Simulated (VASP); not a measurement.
# Be (P6_3/mmc) in VASP: a series of runs

The runs below take Be through relaxation of shape and atoms at fixed volume, relaxation of cell and atoms, with r2SCAN, PBE+D3(BJ).

All numbers are computed with VASP 6.6.1; they aren't measurements. Logs are shortened: lines on timing, memory, paths and dates and some standing lists are left out, and cuts for length are marked.

**1. The structure**

The structure is hexagonal, space group P6_3/mmc (No. 194). The conventional cell has a = 2.285 Å, b = 2.285 Å, c = 3.584 Å, α = 90.00°, β = 90.00°, γ = 120.00°. Be (site symmetry -6m2) is surrounded by 12 Be at 2.23 to 2.29 Å.

**2. Relaxation of shape and atoms at fixed volume, r2SCAN (a relaxed cell with its volume scaled by 1.04)**

File INCAR:

```
SYSTEM = Be
ALGO = Normal ; EDIFF = 1E-7
EDIFFG = -0.01 ; ENCUT = 600
IBRION = 2 ; ISIF = 4
ISMEAR = 1 ; LASPH = .True.
LCHARG = .False. ; LMIXTAU = .True.
LREAL = .False. ; LWAVE = .False.
METAGGA = R2SCAN ; NELM = 80
NSW = 40 ; PREC = Accurate
SIGMA = 0.1
```

File KPOINTS:

```
k-points
0
Gamma
  18 18 10
  0 0 0
```

File POSCAR:

```
Be                                      
1.0
    2.2900840510      0.0000000000      0.0000000000
   -1.1450420255      1.9832709650      0.0000000000
    0.0000000000      0.0000000000      3.6255455711
  Be            
     2
Direct
     0.3333333332999970    0.6666666667000030    0.2500000000000000
     0.6666666667000030    0.3333333332999970    0.7500000000000000
```

Potentials or basis: VASP PAW PBE potentials, release 64 (Be).

On the command line:

```console
> cat potpaw_PBE.64/Be/POTCAR > POTCAR
> mpirun -np 1 vasp_std > vasp.out
```

OUTCAR:

```text
SYSTEM = Be
   EDIFF = 1E-7
   EDIFFG = -0.01
   ENCUT = 600
   IBRION = 2
   ISIF = 4
   ISMEAR = 1
   LASPH = .True.
   LREAL = .False.
   METAGGA = R2SCAN
   NELM = 80
   NSW = 40
   PREC = Accurate

 ion  position               nearest neighbor table
   1  0.333  0.667  0.250-   2 2.24   2 2.24   2 2.24   2 2.24   2 2.24   2 2.24
   2  0.667  0.333  0.750-   1 2.24   1 2.24   1 2.24   1 2.24   1 2.24   1 2.24

  LATTYP: Found a hexagonal cell.
 ALAT       =     2.2900840510
 C/A-ratio  =     1.5831495658

  Lattice vectors:

 A1 = (   2.2900840510,   0.0000000000,   0.0000000000)
 A2 = (  -1.1450420255,   1.9832709650,   0.0000000000)
 A3 = (   0.0000000000,   0.0000000000,   3.6255455711)

Analysis of symmetry for initial positions (statically):
=====================================================================
 Subroutine PRICEL returns:
 Original cell was already a primitive cell.

 Routine SETGRP: Setting up the symmetry group for a
 hexagonal supercell.

 Subroutine GETGRP returns: Found 24 space group operations
 (whereof 12 operations were pure point group operations)
 out of a pool of 24 trial point group operations.

The static configuration has the point symmetry D_3d.
 The point group associated with its full space group is D_6h.

Analysis of symmetry for dynamics (positions and initial velocities):
=====================================================================
 Subroutine PRICEL returns:
 Original cell was already a primitive cell.

 Routine SETGRP: Setting up the symmetry group for a
 hexagonal supercell.

 Subroutine GETGRP returns: Found 24 space group operations
 (whereof 12 operations were pure point group operations)
 out of a pool of 24 trial point group operations.

The dynamic configuration has the point symmetry D_3d.
 The point group associated with its full space group is D_6h.

 Subroutine INISYM returns: Found 24 space group operations
 (whereof 12 operations are pure point group operations),
 and found     1 'primitive' translations

----------------------------------------------------------------------------------------

                                     Primitive cell

  volume of cell :      16.4667

  direct lattice vectors                    reciprocal lattice vectors
     2.290084051  0.000000000  0.000000000     0.436665196  0.252108768  0.000000000
    -1.145042026  1.983270965  0.000000000     0.000000000  0.504217536  0.000000000
     0.000000000  0.000000000  3.625545571     0.000000000  0.000000000  0.275820557

  length of vectors
     2.290084051  2.290084051  3.625545571     0.504217536  0.504217536  0.275820557

  position of ions in fractional coordinates (direct lattice)
     0.333333333  0.666666667  0.250000000
     0.666666667  0.333333333  0.750000000

  ion indices of the primitive-cell ions
   primitive index   ion index
                 1           1
                 2           2

----------------------------------------------------------------------------------------

 KPOINTS: k-points

Automatic generation of k-mesh.
 Grid dimensions read from file:
 generate k-points for:   18   18   10

 Generating k-lattice:

  Cartesian coordinates                     Fractional coordinates (reciprocal lattice)
     0.024259178  0.014006043  0.000000000     0.055555556 -0.000000000  0.000000000
     0.000000000  0.028012085  0.000000000     0.000000000  0.055555556  0.000000000
     0.000000000  0.000000000  0.027582056     0.000000000  0.000000000  0.100000000

  Length of vectors
     0.028012085  0.028012085  0.027582056

  Shift w.r.t. Gamma in fractional coordinates (k-lattice)
     0.000000000  0.000000000  0.000000000

 Subroutine IBZKPT returns following result:
 ===========================================

 Found    222 irreducible k-points:

 Following reciprocal coordinates:
            Coordinates               Weight
  0.000000  0.000000  0.000000      1.000000
  0.055556  0.000000  0.000000      6.000000
  0.111111  0.000000  0.000000      6.000000
  0.166667  0.000000  0.000000      6.000000
  0.222222  0.000000  0.000000      6.000000
  0.277778 -0.000000  0.000000      6.000000
[... 16 lines left out ...]
  0.333333  0.111111  0.000000     12.000000
  0.388889  0.111111  0.000000     12.000000
 [... further k-points ...]
   k-points           NKPTS =    222   k-points in BZ     NKDIM =    222   number of bands    NBANDS=      6
   number of dos      NEDOS =    301   number of ions     NIONS =      2
   total plane-waves  NPLWV =   9720
   dimension x,y,z NGX =    18 NGY =   18 NGZ =   30
   dimension x,y,z NGXF=    36 NGYF=   36 NGZF=   60
   ions per type =               2
   NGX,Y,Z   is equivalent  to a cutoff of  13.07, 13.07, 13.76 a.u.
   NGXF,Y,Z  is equivalent  to a cutoff of  26.13, 26.13, 27.51 a.u.
 SYSTEM =  Be
   PREC   = accura    normal or accurate (medium, high low for compatibility)
   ISTART =      0    job   : 0-new  1-cont  2-samecut
   ICHARG =      2    charge: 1-file 2-atom 10-const
   ISPIN  =      1    spin polarized calculation?
   LNONCOLLINEAR =      F non collinear calculations
   LSORBIT =      F    spin-orbit coupling
   LASPH  =      T    aspherical Exc in radial PAW
   ENCUT  =  600.0 eV  44.10 Ry    6.64 a.u.   4.57  4.57  7.24*2*pi/ulx,y,z
   NELM   =     80;   NELMIN=  2; NELMDL= -5     # of ELM steps
   EDIFF  = 0.1E-06   stopping-criterion for ELM
   LREAL  =      F    real-space projection
   EDIFFG = -.1E-01   stopping-criterion for IOM
   NSW    =     40    number of steps for IOM
   IBRION =      2    ionic relax: 0-MD 1-quasi-New 2-CG
   NFREE  =      1    steps in history (QN), initial steepest desc. (CG)
   ISIF   =      4    stress and relaxation
   ISYM   =      2    0-nonsym 1-usesym 2-fastsym
   POTIM  = 0.5000    time-step for ionic-motion
   TEBEG  =    0.0;   TEEND  =   0.0 temperature during run
   PSTRESS=    0.0 pullay stress
   NELECT =       4.0000    total number of electrons
   NUPDOWN=      -1.0000    fix difference up-down
   EMIN   =  10.00;   EMAX   =-10.00  energy-range for DOS
   EFERMI =   0.00;   METHOD = LEGACY
   ISMEAR =     1;   SIGMA  =   0.10  broadening in eV -4-tet -1-fermi 0-gaus
   EFERMI_NEDOS =   21; number of points for ismear=-14 and -15
   IALGO  =     38    algorithm
   IMIX   =      4    mixing-type and parameters
     AMIX     =   0.40;   BMIX     =  1.00
     AMIX_MAG =   1.60;   BMIX_MAG =  1.00
  volume/ion in A,a.u.               =       8.23        55.56
  Fermi-wavevector in a.u.,A,eV,Ry     =   1.021471  1.930300 14.196349  1.043402
  Thomas-Fermi vector in A             =   2.155097
   LORBIT       =      0    0 simple, 1 ext, 2 COOP (PROOUT), +10 PAW based schemes
   METAGGA = R2SCAN    functional components
   LHFCALC =     F    Hartree Fock is set to
   AEXX    =    0.0000 exact exchange contribution
   IVDW    =     0    specifies the selected vdW correction
   LEPSILON=     F    determine dielectric tensor
   LRPA    =     F    only Hartree local field effects (RPA)
 conjugate gradient relaxation of ions
 non-spin polarized calculation
 Methfessel and Paxton  Order N= 1 SIGMA  =   0.10
  energy-cutoff  :      600.00
  volume of cell :       16.47
 maximum number of plane-waves:       566
   NGX =  9   NGY =  9   NGZ = 15

--------------------------------------- Ionic step        1  -------------------------------------------

 number of electron       4.0000000 magnetization

 Free energy of the ion-electron system (eV)
  ---------------------------------------------------
  ext. energy  EPLUGINS =         0.00000000
  ---------------------------------------------------
  free energy    TOTEN  =        -8.66761664 eV

  energy without entropy =       -8.66746168  energy(sigma->0) =       -8.66756499

------------------------ aborting loop because EDIFF is reached ----------------------------------------

  FORCE on cell =-STRESS in cart. coord.  units (eV):
  Direction    XX          YY          ZZ          XY          YZ          ZX
  --------------------------------------------------------------------------------------
  -------------------------------------------------------------------------------------
  Total       -0.4562284     -0.4562284     -0.5178230      0.0000000      0.0000000      0.0000000
  in kB      -44.3900956    -44.3900956    -50.3831249      0.0000000      0.0000000      0.0000000
  external PRESSURE =     -46.3877721 kB  Pullay stress =       0.0000000 kB

 VOLUME and BASIS-vectors are now :
 -----------------------------------------------------------------------------
  energy-cutoff  :      600.00
  volume of cell :       16.47
      direct lattice vectors                 reciprocal lattice vectors
     2.290084051  0.000000000  0.000000000     0.436665196  0.252108768  0.000000000
    -1.145042026  1.983270965  0.000000000     0.000000000  0.504217536  0.000000000
     0.000000000  0.000000000  3.625545571     0.000000000  0.000000000  0.275820557

 POSITION                                       TOTAL-FORCE (eV/Angst)
 -----------------------------------------------------------------------------------
     -0.00000      1.32218      0.90639        -0.000000     -0.000000      0.000000
      1.14504      0.66109      2.71916         0.000000      0.000000      0.000000
 -----------------------------------------------------------------------------------
    total drift:                                0.000000     -0.000000      0.000000

  FREE ENERGIE OF THE ION-ELECTRON SYSTEM (eV)
  ---------------------------------------------------
  free  energy   TOTEN  =        -8.6676166429 eV

  energy  without entropy=       -8.6674616817  energy(sigma->0) =       -8.66756499

--------------------------------------- Ionic step        2  -------------------------------------------

 number of electron       4.0000000 magnetization

 Free energy of the ion-electron system (eV)
  ---------------------------------------------------
  ext. energy  EPLUGINS =         0.00000000
  ---------------------------------------------------
  free energy    TOTEN  =        -8.66764861 eV

  energy without entropy =       -8.66750700  energy(sigma->0) =       -8.66760141

 E-fermi :   6.9957     XC(G=0): -11.1212

 val. band max:        6.8679278699   @ k =   0.2778   0.2778   0.1000
 cond. band min:       7.0071135800   @ k =   0.3333   0.2778   0.3000
 fundamental gap:      0.1391857101
 Fermi energy:         6.9956877861

 k-point     1 :       0.0000    0.0000    0.0000
  band No.  band energies     occupation
      1      -5.2052      2.00000
      2       2.1592      2.00000
      3       7.6583     -0.00000
      4      23.6990      0.00000
      5      23.6990      0.00000
      6      26.6308      0.00000

 k-point     2 :       0.0556    0.0000    0.0000
  band No.  band energies     occupation
      1      -5.1104      2.00000
      2       2.2800      2.00000
      3       7.6941     -0.00000
      4      22.8771      0.00000
      5      23.0952      0.00000
      6      26.6274      0.00000
[... 181 lines left out ...]
 k-point    23 :       0.3333    0.1111    0.0000
  band No.  band energies     occupation
      1      -0.3057      2.00000
      2       6.3318      2.00000
      3       8.3126     -0.00000
      4      12.2454      0.00000
      5      14.9898      0.00000
      6      17.1701      0.00000

 k-point    24 :       0.3889    0.1111    0.0000
  band No.  band energies     occupation
      1       1.0095      2.00000
      2       4.7762      2.00000
      3       9.9239      0.00000
      4      12.5978      0.00000
      5      14.2245      0.00000
      6      14.9582      0.00000

 [... further k-points ...]

------------------------ aborting loop because EDIFF is reached ----------------------------------------

  FORCE on cell =-STRESS in cart. coord.  units (eV):
  Direction    XX          YY          ZZ          XY          YZ          ZX
  --------------------------------------------------------------------------------------
  -------------------------------------------------------------------------------------
  Total       -0.4745945     -0.4745945     -0.4769155      0.0000000      0.0000000      0.0000000
  in kB      -46.1770743    -46.1770743    -46.4029054      0.0000000      0.0000000      0.0000000
  external PRESSURE =     -46.2523513 kB  Pullay stress =       0.0000000 kB

 VOLUME and BASIS-vectors are now :
 -----------------------------------------------------------------------------
  energy-cutoff  :      600.00
  volume of cell :       16.47
      direct lattice vectors                 reciprocal lattice vectors
     2.291218772  0.000000000  0.000000000     0.436448938  0.251983912 -0.000000000
    -1.145609386  1.984253663  0.000000000    -0.000000000  0.503967824 -0.000000000
     0.000000000  0.000000000  3.621955372     0.000000000 -0.000000000  0.276093960

 POSITION                                       TOTAL-FORCE (eV/Angst)
 -----------------------------------------------------------------------------------
     -0.00000      1.32284      0.90549         0.000000      0.000000      0.000000
      1.14561      0.66142      2.71647        -0.000000     -0.000000      0.000000
 -----------------------------------------------------------------------------------
    total drift:                                0.000000     -0.000000      0.000000

  FREE ENERGIE OF THE ION-ELECTRON SYSTEM (eV)
  ---------------------------------------------------
  free  energy   TOTEN  =        -8.6676486128 eV

  energy  without entropy=       -8.6675070004  energy(sigma->0) =       -8.66760141

 reached required accuracy - stopping structural energy minimisation
```

It took 88 s on 1 thread of Intel Xeon Platinum 8488C (Sapphire Rapids), shared host; peak memory 0.14 GiB.

Results:

* Free energy: -8.6676 eV
* Energy gained by relaxing: 0.0 meV/atom
* Ionic steps: 2
* Pressure after relaxing: -4.6 GPa
* Band gap on the k mesh: none (metal or under the smearing width)

Final structure:
```
Be
1.0
     2.29122    0.00000    0.00000
    -1.14561    1.98425    0.00000
     0.00000    0.00000    3.62196
Be
2
Direct
  0.33333 0.66667 0.25000
  0.66667 0.33333 0.75000
```

Caveat: the PAW data sets were made with another functional, which shifts forces and pressure a little.

**3. Relaxation of shape and atoms at fixed volume, r2SCAN (a relaxed cell with its volume scaled by 1.06)**

INCAR is that of step 2.

KPOINTS is that of step 2.

File POSCAR:

```
Be                                      
1.0
    2.3046709669      0.0000000000      0.0000000000
   -1.1523354835      1.9959036047      0.0000000000
    0.0000000000      0.0000000000      3.6486388406
  Be            
     2
Direct
     0.3333333332999970    0.6666666667000030    0.2500000000000000
     0.6666666667000030    0.3333333332999970    0.7500000000000000
```

Potentials or basis: VASP PAW PBE potentials, release 64 (Be).

On the command line:

```console
> cat potpaw_PBE.64/Be/POTCAR > POTCAR
> mpirun -np 1 vasp_std > vasp.out
```

It took 89 s on 1 thread of Intel Xeon Platinum 8488C (Sapphire Rapids), shared host; peak memory 0.14 GiB.

Results (log left out):

```
Free energy               : -8.6564 eV
Energy gained by relaxing : 0.0 meV/atom
Ionic steps               : 2
Pressure after relaxing   : -6.6 GPa
Band gap on the k mesh    : none (metal or under the smearing width)
```

Final structure:
```
CELL_PARAMETERS angstrom
2.30630 0.00000 0.00000
-1.15315 1.99731 0.00000
0.00000 0.00000 3.64350
ATOMIC_POSITIONS crystal
Be 0.33333 0.66667 0.25000
Be 0.66667 0.33333 0.75000
```

Levels at points of the mesh, in eV from the Fermi level:
| k point | band 1 | band 2 | band 3 | band 4 | band 5 |
| --- | --- | --- | --- | --- | --- |
| (0.00, 0.00, 0.00) | -12.09 | -4.76 | 0.61 | 16.45 | 16.45 |
| (0.50, 0.00, 0.00) | -5.36 | -3.49 | 3.58 | 6.36 | 6.57 |
| (0.00, 0.00, 0.50) | -9.82 | -9.82 | 10.62 | 10.62 | 18.15 |
| (0.50, 0.00, 0.50) | -3.87 | -3.87 | 1.18 | 1.18 | 12.30 |

Caveat: the PAW data sets were made with another functional, which shifts forces and pressure a little.

**4. Relaxation of cell and atoms, PBE+D3(BJ)**

File INCAR:

```
PREC     = Accurate       # precision mode
ENCUT    = 600            # plane-wave cutoff, eV
EDIFF    = 1E-6           # SCF threshold, eV
ISMEAR   = 1              # smearing method
SIGMA    = 0.1            # smearing width, eV
LREAL    = False          # projectors in reciprocal space
LASPH    = True           # aspherical terms in the spheres
NELM     = 80             # most SCF steps
ALGO     = Normal         # electronic algorithm
ISIF     = 3              # what is computed and relaxed
LWAVE    = False          # write WAVECAR
LCHARG   = False          # write CHGCAR
GGA      = PE             # functional
IVDW     = 12             # dispersion correction
IBRION   = 2              # ionic algorithm
NSW      = 90             # ionic steps
EDIFFG   = -0.01          # ionic threshold
```

File KPOINTS:

```
regular mesh
0
Gamma
  18 18 10
```

File POSCAR:

```
Be
1.0
    2.2853000000      0.0000000000      0.0000000000
   -1.1426500000      1.9791278553      0.0000000000
    0.0000000000      0.0000000000      3.5842000000
Be
2
Direct
    0.3333333333      0.6666666667      0.2500000000
    0.6666666667      0.3333333333      0.7500000000
```

On the command line:

```console
> cat potpaw_PBE.64/Be/POTCAR > POTCAR
> mpirun -np 1 vasp_std > vasp.out
```

Run time: 43 s. Hardware: 1 thread of Intel Xeon Platinum 8259CL at 2.50GHz (Skylake/Cascade Lake), shared host; peak memory 0.15 GiB.

It converged, with:

| Quantity | Value |
| --- | --- |
| Free energy | -8.2630 eV |
| Relaxed volume | 7.43 Å³/atom |
| Relaxed cell | a = 2.212 Å, b = 2.212 Å, c = 3.506 Å, α = 90.00°, β = 90.00°, γ = 120.00° |
| Space group after relaxing (to 0.05 Å) | P6_3/mmc (No. 194) |
| Energy gained by relaxing | 22.4 meV/atom |
| Ionic steps | 5 |
| Pressure after relaxing | 0.2 GPa |
| Band gap on the k mesh | none (metal or under the smearing width) |
| Dispersion energy per atom | -0.379 eV |

Stress tensor (GPa, compression positive):
```
0.18 0.00 0.00
0.00 0.18 0.00
0.00 0.00 0.10
```

The path:
| step | energy change (eV) | largest force (eV/Å) | pressure (GPa) | volume (Å³) |
| --- | --- | --- | --- | --- |
| 1 | 0.0000 | 0.0000 | -9.87 | 16.21 |
| 2 | -0.0436 | 0.0000 | -1.64 | 15.07 |
| 3 | -0.0447 | 0.0000 | -0.01 | 14.88 |
| 4 | -0.0447 | 0.0000 | 0.22 | 14.85 |
| 5 | -0.0448 | 0.0000 | 0.15 | 14.86 |

Final structure:
```xyz
2
Lattice="2.2121 0.0000 0.0000 -1.1060 1.9157 0.0000 0.0000 0.0000 3.5061" Properties=species:S:1:pos:R:3 pbc="T T T"
Be    0.0000    1.2771    0.8765
Be    1.1060    0.6386    2.6296
```

Levels at points of the mesh, in eV from the Fermi level:
```csv
k point,band 1,band 2,band 3,band 4,band 5,band 6
"(0.00, 0.00, 0.00)",-11.89,-4.92,1.03,16.75,16.75,19.68
"(0.50, 0.00, 0.00)",-5.41,-3.36,3.59,6.50,6.91,9.78
"(0.00, 0.00, 0.50)",-9.69,-9.69,10.85,10.85,18.46,18.46
"(0.50, 0.00, 0.50)",-3.99,-3.99,1.60,1.60,12.48,12.48
```

Caveat: pairwise dispersion overbinds metals, which lowers pressure and volume.

**5. Overview**

```csv
task,level,cell,gap on the mesh (eV),pressure (GPa)
relaxation of shape and atoms at fixed volume,r2SCAN,atoms relaxed at fixed volume from: a relaxed cell with its volume scaled by 1.04,none,-4.6
relaxation of shape and atoms at fixed volume,r2SCAN,atoms relaxed at fixed volume from: a relaxed cell with its volume scaled by 1.06,none,-6.6
relaxation of cell and atoms,PBE+D3(BJ),relaxed,none,0.2
```

Alike in all rows: potentials or basis VASP PAW PBE potentials, release 64 (Be); no spin polarisation; k mesh 18 × 18 × 10; cutoff (eV) 600; smearing methfessel-paxton 0.1 eV.

Caveats: the PAW data sets were made with another functional, which shifts forces and pressure a little (some runs); pairwise dispersion overbinds metals, which lowers pressure and volume (some runs).

Total energies depend on the potentials used, so only differences within one code and one set of settings carry meaning.
